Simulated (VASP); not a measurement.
# InP (F-43m) in VASP: further runs

One crystal, InP, is run at these levels: LDA; tasks: relaxation of cell and atoms.

Everything below comes from runs of VASP 6.6.1. Logs are shortened: lines on timing, memory, paths and dates and some standing lists are left out, and cuts for length are marked.

### 1 The structure

The structure is cubic, space group F-43m (No. 216). Conventional cell: a = 5.861 Å, b = 5.861 Å, c = 5.861 Å, α = 90.00°, β = 90.00°, γ = 90.00°. Around In (site symmetry -43m) lie 4 P at 2.54 Å. P (site symmetry -43m) has 4 In at 2.54 Å as nearest neighbours.

### 2 Relaxation of cell and atoms, LDA, target pressure 2 GPa, at which the enthalpy is minimised

File INCAR:

```
SYSTEM = InP
  PREC = Accurate
  ENCUT = 600
  EDIFF = 1E-6
  ISMEAR = -1
  SIGMA = 0.05
  LREAL = .False.
  LASPH = .True.
  NELM = 80
  ALGO = Fast
  ISIF = 3
  LWAVE = .False.
  LCHARG = .False.
  GGA = CA
  IBRION = 2
  NSW = 60
  EDIFFG = -0.02
  PSTRESS = 20
```

File KPOINTS:

```
Automatic mesh
0
Gamma
  8 8 8
  0 0 0
```

File POSCAR:

```
InP
1.0
    0.0000000000      2.9305000000      2.9305000000
    2.9305000000      0.0000000000      2.9305000000
    2.9305000000      2.9305000000      0.0000000000
In P
1 1
Direct
    0.0000000000      0.0000000000      0.0000000000
    0.7500000000      0.7500000000      0.7500000000
```

Potentials or basis: VASP PAW LDA potentials, release 64 (In_d, P).

Run with:

```console
$ cat potpaw_LDA.64/In_d/POTCAR potpaw_LDA.64/P/POTCAR > POTCAR
$ mpirun -np 1 vasp_std > vasp.out
```

OUTCAR:

```text
SYSTEM = InP
   PREC = Accurate
   ENCUT = 600
   EDIFF = 1E-6
   ISMEAR = -1
   LREAL = .False.
   LASPH = .True.
   NELM = 80
   ISIF = 3
   GGA = CA
   IBRION = 2
   NSW = 60
   EDIFFG = -0.02
   PSTRESS = 20

 ion  position               nearest neighbor table
   1  0.000  0.000  0.000-   2 2.54   2 2.54   2 2.54   2 2.54
   2  0.750  0.750  0.750-   1 2.54   1 2.54   1 2.54   1 2.54

  LATTYP: Found a face centered cubic cell.
 ALAT       =     5.8610000000

  Lattice vectors:

 A1 = (   0.0000000000,   2.9305000000,   2.9305000000)
 A2 = (   2.9305000000,   0.0000000000,   2.9305000000)
 A3 = (   2.9305000000,   2.9305000000,   0.0000000000)

Analysis of symmetry for initial positions (statically):
=====================================================================
 Subroutine PRICEL returns:
 Original cell was already a primitive cell.

 Routine SETGRP: Setting up the symmetry group for a
 face centered cubic supercell.

 Subroutine GETGRP returns: Found 24 space group operations
 (whereof 24 operations were pure point group operations)
 out of a pool of 48 trial point group operations.

The static configuration has the point symmetry T_d .

Analysis of symmetry for dynamics (positions and initial velocities):
=====================================================================
 Subroutine PRICEL returns:
 Original cell was already a primitive cell.

 Routine SETGRP: Setting up the symmetry group for a
 face centered cubic supercell.

 Subroutine GETGRP returns: Found 24 space group operations
 (whereof 24 operations were pure point group operations)
 out of a pool of 48 trial point group operations.

The dynamic configuration has the point symmetry T_d .

 Subroutine INISYM returns: Found 24 space group operations
 (whereof 24 operations are pure point group operations),
 and found     1 'primitive' translations

----------------------------------------------------------------------------------------

                                     Primitive cell

  volume of cell :      50.3333

  direct lattice vectors                    reciprocal lattice vectors
     0.000000000  2.930500000  2.930500000    -0.170619348  0.170619348  0.170619348
     2.930500000  0.000000000  2.930500000     0.170619348 -0.170619348  0.170619348
     2.930500000  2.930500000  0.000000000     0.170619348  0.170619348 -0.170619348

  length of vectors
     4.144352845  4.144352845  4.144352845     0.295521380  0.295521380  0.295521380

  position of ions in fractional coordinates (direct lattice)
     0.000000000  0.000000000  0.000000000
     0.750000000  0.750000000  0.750000000

  ion indices of the primitive-cell ions
   primitive index   ion index
                 1           1
                 2           2

----------------------------------------------------------------------------------------

 KPOINTS: Automatic mesh

Automatic generation of k-mesh.
 Grid dimensions read from file:
 generate k-points for:    8    8    8

 Generating k-lattice:

  Cartesian coordinates                     Fractional coordinates (reciprocal lattice)
    -0.021327419  0.021327419  0.021327419     0.125000000  0.000000000  0.000000000
     0.021327419 -0.021327419  0.021327419     0.000000000  0.125000000  0.000000000
     0.021327419  0.021327419 -0.021327419     0.000000000  0.000000000  0.125000000

  Length of vectors
     0.036940172  0.036940172  0.036940172

  Shift w.r.t. Gamma in fractional coordinates (k-lattice)
     0.000000000  0.000000000  0.000000000

 Subroutine IBZKPT returns following result:
 ===========================================

 Found     29 irreducible k-points:

 Following reciprocal coordinates:
            Coordinates               Weight
  0.000000  0.000000  0.000000      1.000000
  0.125000  0.000000  0.000000      8.000000
  0.250000  0.000000  0.000000      8.000000
  0.375000  0.000000  0.000000      8.000000
  0.500000  0.000000  0.000000      4.000000
  0.125000  0.125000  0.000000      6.000000
[... 16 lines left out ...]
  0.500000  0.250000  0.125000     48.000000
 -0.375000  0.250000  0.125000     24.000000
 [... further k-points ...]
   k-points           NKPTS =     29   k-points in BZ     NKDIM =     29   number of bands    NBANDS=     13
   number of dos      NEDOS =    301   number of ions     NIONS =      2
   total plane-waves  NPLWV =  46656
   dimension x,y,z NGX =    36 NGY =   36 NGZ =   36
   dimension x,y,z NGXF=    72 NGYF=   72 NGZF=   72
   ions per type =               1   1
   NGX,Y,Z   is equivalent  to a cutoff of  14.44, 14.44, 14.44 a.u.
   NGXF,Y,Z  is equivalent  to a cutoff of  28.88, 28.88, 28.88 a.u.
 SYSTEM =  InP
   PREC   = accura    normal or accurate (medium, high low for compatibility)
   ISTART =      0    job   : 0-new  1-cont  2-samecut
   ICHARG =      2    charge: 1-file 2-atom 10-const
   ISPIN  =      1    spin polarized calculation?
   LNONCOLLINEAR =      F non collinear calculations
   LSORBIT =      F    spin-orbit coupling
   LASPH  =      T    aspherical Exc in radial PAW
   ENCUT  =  600.0 eV  44.10 Ry    6.64 a.u.   8.28  8.28  8.28*2*pi/ulx,y,z
   NELM   =     80;   NELMIN=  2; NELMDL= -5     # of ELM steps
   EDIFF  = 0.1E-05   stopping-criterion for ELM
   LREAL  =      F    real-space projection
   EDIFFG = -.2E-01   stopping-criterion for IOM
   NSW    =     60    number of steps for IOM
   IBRION =      2    ionic relax: 0-MD 1-quasi-New 2-CG
   NFREE  =      1    steps in history (QN), initial steepest desc. (CG)
   ISIF   =      3    stress and relaxation
   ISYM   =      2    0-nonsym 1-usesym 2-fastsym
   POTIM  = 0.5000    time-step for ionic-motion
   TEBEG  =    0.0;   TEEND  =   0.0 temperature during run
   PSTRESS=   20.0 pullay stress
   NELECT =      18.0000    total number of electrons
   NUPDOWN=      -1.0000    fix difference up-down
   EMIN   =  10.00;   EMAX   =-10.00  energy-range for DOS
   EFERMI =   0.00;   METHOD = LEGACY
   ISMEAR =    -1;   SIGMA  =   0.05  broadening in eV -4-tet -1-fermi 0-gaus
   EFERMI_NEDOS =   21; number of points for ismear=-14 and -15
   IALGO  =     68    algorithm
   IMIX   =      4    mixing-type and parameters
     AMIX     =   0.40;   BMIX     =  1.00
     AMIX_MAG =   1.60;   BMIX_MAG =  1.00
  volume/ion in A,a.u.               =      25.17       169.83
  Fermi-wavevector in a.u.,A,eV,Ry     =   1.162021  2.195901 18.371846  1.350293
  Thomas-Fermi vector in A             =   2.298587
   LORBIT       =      0    0 simple, 1 ext, 2 COOP (PROOUT), +10 PAW based schemes
   GGA     = CA    functional components
   LHFCALC =     F    Hartree Fock is set to
   AEXX    =    0.0000 exact exchange contribution
   IVDW    =     0    specifies the selected vdW correction
   LEPSILON=     F    determine dielectric tensor
   LRPA    =     F    only Hartree local field effects (RPA)
 conjugate gradient relaxation of ions
 non-spin polarized calculation
 RMM-DIIS sequential band-by-band and
  energy-cutoff  :      600.00
  volume of cell :       50.33
 maximum number of plane-waves:      1700
 NGX is ok and might be reduce to    36
   NGX = 17   NGY = 17   NGZ = 17

--------------------------------------- Ionic step        1  -------------------------------------------

 number of electron      17.9999998 magnetization

 Free energy of the ion-electron system (eV)
  ---------------------------------------------------
  ext. energy  EPLUGINS =         0.00000000
  ---------------------------------------------------
  free energy    TOTEN  =        -9.66931939 eV

  energy without entropy =       -9.66929172  energy(sigma->0) =       -9.66930555

------------------------ aborting loop because EDIFF is reached ----------------------------------------

  FORCE on cell =-STRESS in cart. coord.  units (eV):
  Direction    XX          YY          ZZ          XY          YZ          ZX
  --------------------------------------------------------------------------------------
  -------------------------------------------------------------------------------------
  Total       -0.3468069     -0.3468069     -0.3468069      0.0000000     -0.0000000     -0.0000000
  in kB      -11.0393421    -11.0393421    -11.0393421      0.0000000     -0.0000000     -0.0000000
  external PRESSURE =     -31.0393421 kB  Pullay stress =      20.0000000 kB

 VOLUME and BASIS-vectors are now :
 -----------------------------------------------------------------------------
  energy-cutoff  :      600.00
  volume of cell :       50.33
      direct lattice vectors                 reciprocal lattice vectors
     0.000000000  2.930500000  2.930500000    -0.170619348  0.170619348  0.170619348
     2.930500000  0.000000000  2.930500000     0.170619348 -0.170619348  0.170619348
     2.930500000  2.930500000  0.000000000     0.170619348  0.170619348 -0.170619348
[... 122 lines left out ...]
  FREE ENERGIE OF THE ION-ELECTRON SYSTEM (eV)
  ---------------------------------------------------
  free  energy   TOTEN  =        -9.6633376246 eV

  energy  without entropy=       -9.6633342965  energy(sigma->0) =       -9.66333596

  enthalpy is  TOTEN    =        -9.0626576065 eV   P V=        0.6006800181

--------------------------------------- Ionic step        5  -------------------------------------------

 number of electron      18.0000003 magnetization

 Free energy of the ion-electron system (eV)
  ---------------------------------------------------
  ext. energy  EPLUGINS =         0.00000000
  ---------------------------------------------------
  free energy    TOTEN  =        -9.66390838 eV

  energy without entropy =       -9.66390491  energy(sigma->0) =       -9.66390665

 E-fermi :   5.9140     XC(G=0):  -9.8019

 val. band max:        5.5096735421   @ k =   0.0000   0.0000   0.0000
 cond. band min:       6.2583061191   @ k =   0.0000   0.0000   0.0000
 fundamental gap:      0.7486325770
 Fermi energy:         5.9140459357

 k-point     1 :       0.0000    0.0000    0.0000
  band No.  band energies     occupation
      1      -8.7808      2.00000
      2      -8.7808      2.00000
      3      -8.7808      2.00000
      4      -8.6025      2.00000
      5      -8.6025      2.00000
      6      -6.3489      2.00000
      7       5.5097      1.99939
      8       5.5097      1.99939
      9       5.5097      1.99939
     10       6.2583      0.00204
     11       9.4675      0.00000
     12       9.4675      0.00000
     13       9.4675      0.00000

 k-point     2 :       0.1250    0.0000    0.0000
  band No.  band energies     occupation
      1      -8.8039      2.00000
      2      -8.7721      2.00000
      3      -8.7721      2.00000
      4      -8.6025      2.00000
      5      -8.6025      2.00000
      6      -6.1559      2.00000
      7       3.9122      2.00000
      8       5.3031      1.99999
      9       5.3031      1.99999
     10       7.1798      0.00000
     11       9.6533      0.00000
[... 339 lines left out ...]
 k-point    24 :      -0.3750    0.2500    0.1250
  band No.  band energies     occupation
      1      -8.9361      2.00000
      2      -8.7245      2.00000
      3      -8.7004      2.00000
      4      -8.6101      2.00000
      5      -8.5875      2.00000
      6      -4.0948      2.00000
      7      -0.3434      2.00000
      8       2.6012      2.00000
      9       3.7282      2.00000
     10       8.6799      0.00000
     11       9.5228      0.00000
     12      11.3744      0.00000
     13      12.7298      0.00000

 [... further k-points ...]

------------------------ aborting loop because EDIFF is reached ----------------------------------------

  FORCE on cell =-STRESS in cart. coord.  units (eV):
  Direction    XX          YY          ZZ          XY          YZ          ZX
  --------------------------------------------------------------------------------------
  -------------------------------------------------------------------------------------
  Total        0.6204890      0.6204890      0.6204890      0.0000000      0.0000000     -0.0000000
  in kB       20.6410106     20.6410106     20.6410106      0.0000000      0.0000000     -0.0000000
  external PRESSURE =       0.6410106 kB  Pullay stress =      20.0000000 kB

 VOLUME and BASIS-vectors are now :
 -----------------------------------------------------------------------------
  energy-cutoff  :      600.00
  volume of cell :       48.16
      direct lattice vectors                 reciprocal lattice vectors
    -0.000000000  2.887760916  2.887760916    -0.173144528  0.173144528  0.173144528
     2.887760916 -0.000000000  2.887760916     0.173144528 -0.173144528  0.173144528
     2.887760916  2.887760916  0.000000000     0.173144528  0.173144528 -0.173144528

 POSITION                                       TOTAL-FORCE (eV/Angst)
 -----------------------------------------------------------------------------------
      0.00000      0.00000      0.00000         0.000000      0.000000      0.000000
      4.33164      4.33164      4.33164        -0.000000     -0.000000     -0.000000
 -----------------------------------------------------------------------------------
    total drift:                                0.000000      0.000000      0.000000

  FREE ENERGIE OF THE ION-ELECTRON SYSTEM (eV)
  ---------------------------------------------------
  free  energy   TOTEN  =        -9.6639083825 eV

  energy  without entropy=       -9.6639049102  energy(sigma->0) =       -9.66390665

  enthalpy is  TOTEN    =        -9.0626888087 eV   P V=        0.6012195737

 reached required accuracy - stopping structural energy minimisation
```

Run time: 48 s. Hardware: 1 thread of Intel Xeon 6975P-C (Granite Rapids), shared host; peak memory 0.19 GiB.

What came out:

* Free energy: -9.6639 eV
* Relaxed volume: 24.08 Å³/atom
* Relaxed cell: a = 4.084 Å, b = 4.084 Å, c = 4.084 Å, α = 60.00°, β = 60.00°, γ = 60.00°
* Space group after relaxing (to 0.05 Å): F-43m (No. 216)
* Energy change on relaxing (the enthalpy is what falls): +2.7 meV/atom
* Ionic steps: 5
* Pressure after relaxing: 2.1 GPa
* Band gap on the k mesh: 0.75 eV, direct

Step by step:
| step | energy change (eV) | largest force (eV/Å) | pressure (GPa) | volume (Å³) |
| --- | --- | --- | --- | --- |
| 1 | 0.0000 | 0.0000 | -1.10 | 50.33 |
| 2 | 0.0315 | 0.0000 | 4.44 | 46.86 |
| 3 | 0.0049 | 0.0000 | 1.84 | 48.20 |
| 4 | 0.0060 | 0.0000 | 2.18 | 48.12 |
| 5 | 0.0054 | 0.0000 | 2.06 | 48.16 |

Final structure:
```
CELL_PARAMETERS angstrom
0.00000 2.88776 2.88776
2.88776 0.00000 2.88776
2.88776 2.88776 0.00000
ATOMIC_POSITIONS crystal
In 0.00000 0.00000 0.00000
P 0.75000 0.75000 0.75000
```

Caveat: the cell is relaxed towards a set pressure, so the enthalpy falls and the energy may rise; spin-orbit coupling is left out, which moves the levels of the heavy elements. Zero-point motion and thermal expansion aren't in these numbers.

[end of part 1 of 3]
